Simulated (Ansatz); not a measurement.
**La$_{2}$O$_{3}$, one cell by several methods**

```
La O
1.0
     4.00860    0.00000    0.00000
    -2.00430    3.47155    0.00000
     0.00000    0.00000    6.12000
La O
2 3
Direct
  0.33333 0.66667 0.25000
  0.66667 0.33333 0.75000
  0.25000 0.25000 0.00000
  0.75000 0.00000 0.00000
  0.00000 0.75000 0.00000
```

Atom numbers follow the list: La1, La2, O3, O4, O5.

Conventional cell: a = 4.009 Å, b = 4.009 Å, c = 6.120 Å, α = 90.00°, β = 90.00°, γ = 120.00°. La (atom 1) is surrounded by 3 O at 2.16 Å. Around O (atom 3) lie 2 O at 1.74 Å.

The cell comes from COD entry 1010278, which wasn't checked; take it as a given geometry. It is an old determination, and later ones may differ. The listed cell was then made from it by scaling, straining or moving an atom.

Spin–orbit coupling is left out, though it moves levels of the heavy atoms by tenths of an eV or more.

All numbers are computed: DFT, PBE, PAW with Ansatz's default frozen-core files, scalar-relativistic (Ansatz 0.2.0); DFT, PBE, all-electron LAPW, scalar-relativistic (Ansatz 0.2.0).

For PAW: a Γ-centred 6×6×4 k mesh, Fermi–Dirac smearing of 0.02 eV, cutoff 420 eV, no spin polarisation; the mesh is coarse along some axis. LAPW targets a basis error of 1 meV/atom. The Ansatz runs share mesh, smearing and spin set-up. Plane-wave (PAW) pressures include the program's estimate of the Pulay term.

Stress and pressure are positive in compression.

The change that made this cell: equal xx and yy strain of +2 %.

PAW results:

| quantity | PAW |
| --- | --- |
| pressure (GPa) | 33.83 |
| stress xx (GPa) | 44.68 |
| stress zz (GPa) | 12.14 |
| force on La1, z (eV/Å) | 0.262 |
| force on O3, y (eV/Å) | 6.260 |

Q: What does LAPW (all electrons) give for the same quantities?

A: 
| quantity | LAPW |
| --- | --- |
| pressure (GPa) | 33.76 |
| stress xx (GPa) | 44.62 |
| stress zz (GPa) | 12.05 |
| force on La1, z (eV/Å) | 0.239 |
| force on O3, y (eV/Å) | 6.262 |
